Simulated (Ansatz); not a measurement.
Computed with Ansatz, DFT PBE, scalar-relativistic, plane waves, PAW. All cells share a 420 eV cutoff and Γ-centred k meshes spaced at most about 0.3 Å⁻¹ (about 0.25 or finer for metals, 2π included). No spin polarisation.

All energies are static (0 K, no zero-point motion).

Two relaxed structures of Mg3Te2:

A.

```cif
data_structure
_symmetry_space_group_name_H-M 'P-3m1'
_symmetry_Int_Tables_number 164
_cell_length_a 5.1345
_cell_length_b 5.1345
_cell_length_c 6.1881
_cell_angle_alpha 90.000
_cell_angle_beta 90.000
_cell_angle_gamma 120.000
_cell_volume 141.28
loop_
_atom_site_label
_atom_site_type_symbol
_atom_site_symmetry_multiplicity
_atom_site_Wyckoff_symbol
_atom_site_fract_x
_atom_site_fract_y
_atom_site_fract_z
_atom_site_occupancy
Mg1 Mg 1 a 0.00000 0.00000 0.00000 1
Mg2 Mg 2 d 0.33333 0.66667 0.72211 1
Te1 Te 2 d 0.33333 0.66667 0.23905 1
```

B.

```cif
data_structure
_symmetry_space_group_name_H-M 'P6/mmm'
_symmetry_Int_Tables_number 191
_cell_length_a 5.8326
_cell_length_b 5.8326
_cell_length_c 6.1285
_cell_angle_alpha 90.000
_cell_angle_beta 90.000
_cell_angle_gamma 120.000
_cell_volume 180.56
loop_
_atom_site_label
_atom_site_type_symbol
_atom_site_symmetry_multiplicity
_atom_site_Wyckoff_symbol
_atom_site_fract_x
_atom_site_fract_y
_atom_site_fract_z
_atom_site_occupancy
Mg1 Mg 3 g 0.50000 0.00000 0.50000 1
Te1 Te 2 e 0.00000 0.00000 0.24903 1
```

Question: Which is lower in energy, and by how much?

Answer: A is lower, by 0.31 eV/atom. A has space group P-3m1 (No. 164), 28.3 Å³/atom and no gap on its mesh; B has space group P6/mmm (No. 191), 36.1 Å³/atom and no gap. Counting Te atoms around Mg (those within 1.25 times the shortest such distance or 1.15 times the sum of covalent radii, 1.27 where that leaves under three; the shortest distance is added where it exceeds 1.18 times the sum of covalent radii; a slash parts the counts of unlike sites), A has Mg 5/6 from 3.3 Å and B has Mg 4 from 3.3 Å. The denser one is the lower, and pressure would at first widen the difference. In A, Mg on a site of symmetry -3m has 6 Te at 3.31 Å and 6 Mg at 3.43 Å; Mg on a site of symmetry 3m has 4 Te at 2.97–2.99 Å, 1 Te at 3.20 Å and 3 Mg at 3.43 Å; Te is surrounded by 4 Mg at 2.97–2.99 Å and 4 Mg at 3.20–3.31 Å. In B, Mg is surrounded by 4 Mg at 2.92 Å and 4 Te at 3.30 Å; around Te lie 2 Te at 3.05–3.08 Å and 6 Mg at 3.30 Å. Both come from invented guesses. The lowest form computed isn't among them: it has space group P4mm (No. 99), 32.7 Å³/atom and lies 15 meV/atom below the best shown.

Spin–orbit coupling, which can matter for Te, is left out. Cells relaxed within their symmetry can be saddle points. Some structure types and database cells were kept out of the candidates from the start, so a known form may be missing.
